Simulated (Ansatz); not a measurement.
## Run on O (C2/m) — collinear moments without spin–orbit coupling

Computed with Ansatz, DFT, PBE, PAW with Ansatz's default frozen-core files, scalar-relativistic.

Command: `ansatz run input.yaml --threads 2 --pin off --max-ram 4096MiB --backend cpu --events-out ev --progress --plain --runs-dir out`

```yaml
crystal:
  lattice:
    - [2.8514028533, -1.66241594, 0.0]
    - [2.8514028533, 1.66241594, 0.0]
    - [-2.3944914034, 0.0, 3.6470501824]
  atoms:
    - { symbol: O, position: [0.02545383, 0.02545383, 0.15557402], spin: 1.0 }
    - { symbol: O, position: [0.97454617, 0.97454617, 0.84442598], spin: 1.0 }
magnetization:
  spin_polarized: true
kpoints:
  mp_grid: { grid: [9, 9, 7] }
scf:
  occupations: { method: fermi_dirac, width: 0.05 }
  lower_state_search: "off"
hamiltonian:
  xc: pbe
  pseudopotentials: { kind: paw }
output:
  forces: true
  stress: true
  eigenvalues: true
```

Output:

```
Engine: ansatz 0.2.0
Pseudopotentials: kind: paw
Pseudopotential: O, paw, valence charge 6, recommended cutoff 420 eV (normal), O.paw.azcp
Functional definition: PBE
  parameter kappa = 0.804
  parameter beta = 0.06672455060314922
  exchange = pbe_x(kappa = kappa, mu = beta*pi^2/3)
  correlation = pbe_c(beta = beta)
Crystal: 2 atoms, lattice volume = 34.576 Å³
Basis set: ecut = 420 eV, 687 PW (Γ), exchange–correlation on 48×48×60 points (8 copies of the dense FFT grid, shifted against one another)
Bands: 11, of which v1, the nominal top of the filled ones, is band 6 counted from 1 (5 counted from 0)
Symmetry: 4 space group operations
Space group: C2/m (ITA 12), of the structure as read, at distance tolerance 3.3e-5 Å
Magnetic group: BNS 12.58 (UNI 65), of the structure as read, at distance tolerance 3.3e-5 Å
k-points: 160 of 567
Non-local potential: O, projectors of the file, l = 0: 2, l = 1: 2, l = 2: 1
PAW form: soft (Blöchl's): semilocal exchange-correlation on the pseudo side does not see the compensation charge
PAW one-centre angular grid: O, 110 points (default); XC on 64 Gauss nodes
Initial density: superposition of atomic densities (chi_scale 0.1, normalization cell)
Starting moments: Σ|m| = 2 μB on 2 of 2 sites
Initial wavefunctions: pseudopotential atomic-orbital guess
Functional: x = pbe(κ = 0.804, μ = 0.2195149727645171), c = pbe(β = 0.06672455060314922)
SCF iter   1: F=—  HF=-1129.763506 eV  |F-HF|=—  |Δ(HF+E_count)|=         —  Δρ=6.62e-2 (↑6.62e-2 ↓3.44e-2)  dr2=5.82e-1  dr2_m=5.24e-1  M=2.000 μB ∫|m|=2.005 μB  β_m=1.00  ethr=3.10e-3  ⟨swp⟩=4.4  Hψ=19027  notcnv=0
preconditioner: auto → none  [insulator: Δε(μ)=0.661 eV  Ē_g=16.545 eV  σ=0.050 eV  W_gap=1.00  n_scr=4 (ndim 8)  ℏωp=20.0 eV  f_vac=0.171  D(μ)=0.00/eV (n_scr^D=0)  ε∞_Penn≈2.5]
[...]
SCF iter   8: F=—  HF=-1129.916023 eV  |F-HF|=—  |Δ(HF+E_count)|=   2.81e-6  Δρ=5.33e-5 (↑3.29e-5 ↓5.33e-5)  dr2=1.86e-7  dr2_m=5.65e-7  M=2.000 μB ∫|m|=2.034 μB  β_m=0.80  ethr=8.33e-10  ⟨swp⟩=6.2  Hψ=17167  notcnv=0
SCF iter   9: F=—  HF=-1129.916024 eV  |F-HF|=—  |Δ(HF+E_count)|=   5.16e-7  Δρ=2.08e-5 (↑2.08e-5 ↓3.23e-6)  dr2=1.25e-7  dr2_m=2.85e-8  M=2.000 μB ∫|m|=2.034 μB  β_m=0.70  ethr=8.33e-10  ⟨swp⟩=4.8  Hψ=15678  notcnv=0
SCF iter  10: F=-1129.916024 eV  HF=-1129.916024 eV  |F-HF|=2.58e-10  |Δ(HF+E_count)|=   4.26e-8  Δρ=1.21e-6 (↑1.11e-6 ↓1.21e-6)  dr2=3.40e-11  dr2_m=4.03e-10  M=2.000 μB ∫|m|=2.034 μB  ethr=8.33e-10  ⟨swp⟩=4.3  Hψ=13459  notcnv=0
SCF 1 converged in 10 iterations: F = -1129.916024 eV  dr2 = 3.40e-11
  greatest PAW one-centre occupation: 0.886 electrons in one spin orbital (limit 2), on the O atom at site 1 (counted from 0), in its partial waves of l = 0
SCF converged after 10 iterations
Magnetization: 2.0000 μB (7.0000 up, 5.0000 down)
Absolute magnetization: 2.0348 μB (∫|ρ↑−ρ↓|, with the PAW one-centre terms)
Spin contamination: 0.0044 ħ² per cell (⟨S²⟩ above its minimum at these occupations)
Per-site moments (μB) at R_I (Å): [(0.5605915795901363, 0.5042773812098579), (0.5605915795901361, 0.5042773812098579)]
Free energy (F): -1129.916024 eV
Harris-Foulkes:  -1129.916024 eV  (|F-HF|=2.58e-10)
Internal energy: -1129.916024 eV  (E = F + TS)
E sigma→0 (E₀):  -1129.916024 eV
Entropy (-TS):   -0.000000 eV (-0.000 meV/atom)
Fermi energy:    -0.332761 eV
--- Per-component energies (eV) ---
  E_band       = -126.868007
  E_kinetic    = 341.338997
  E_local      = -1008.390490  (includes V_loc(G=0)·N_el)
  E_nonlocal   = 97.869979
  E_hartree    = 347.374777
  E_xc         = -143.268666
  E_vxc        = -182.359918  (∫ρ·V_xc dr)
  E_paw        = -314.840763  (= ΣΔE_a)
  E_vpaw       = -70.080821  (= ΣTr[D̂ρ^β])
  E_aug_tail   = 0.004699  (compensation charges beyond the density's cutoff)
  E_ewald      = -450.004556
  E_smearing   = -0.000000  (= −TS)
  E_closure    = 0.000000  (closes the sum)
  Σ components = -1129.916024   (vs F -1129.916024, Δ=0.00e0)
--- Forces (eV/Å), atoms counted from 1 ---
  atom   1  O      0.13078023    -0.00000000    -0.32710380
  atom   2  O     -0.13078023     0.00000000     0.32710380
  max |Σ_I F_I| component: 0.00e0 eV/Å
--- Stress (GPa, compression-positive) ---
        1.181501       0.000000       0.753742
        0.000000       1.477643      -0.000000
        0.753741      -0.000000      -0.573136
  P = ⅓ Tr σ = 0.6953 GPa (6.953 kbar)
--- Band table (eV; the first three rows and the last of 320) ---
  k-point 0 ↑: bands = ["-27.1711", "-14.9790", "-8.5529", "-7.4215", "-7.3930", "-1.4364", "-1.1745", "6.0679", "9.7816", "13.7185", "14.8105"]
  k-point 1 ↑: bands = ["-27.1644", "-15.0623", "-8.3987", "-7.4348", "-7.4064", "-1.3977", "-1.1499", "6.0348", "9.6384", "12.0986", "17.0928"]
  k-point 2 ↑: bands = ["-27.1492", "-15.2397", "-8.0514", "-7.4637", "-7.4412", "-1.3085", "-1.0955", "6.0198", "8.7877", "11.3414", "17.2003"]
  k-point 159 ↓: bands = ["-25.8507", "-13.2883", "-6.9992", "-6.4446", "-5.8039", "0.6123", "0.9902", "8.3088", "10.7396", "11.9712", "15.0542"]
```

Site moments (μB): O1 0.56, O2 0.56. Cell moment 2.00 μB.

The magnetic group in the log treats spin as a scalar label, without spin–orbit coupling.

The Ansatz runs typed with the search for lower states off end where their start leads. These are results for the start and cell typed. The real compound can order otherwise, in a larger cell, or not at all, since semilocal functionals at zero temperature often overstate magnetism.

It took 5.4 s on 2 threads of Arm Neoverse V1, on a shared host, peak memory 0.35 GiB.
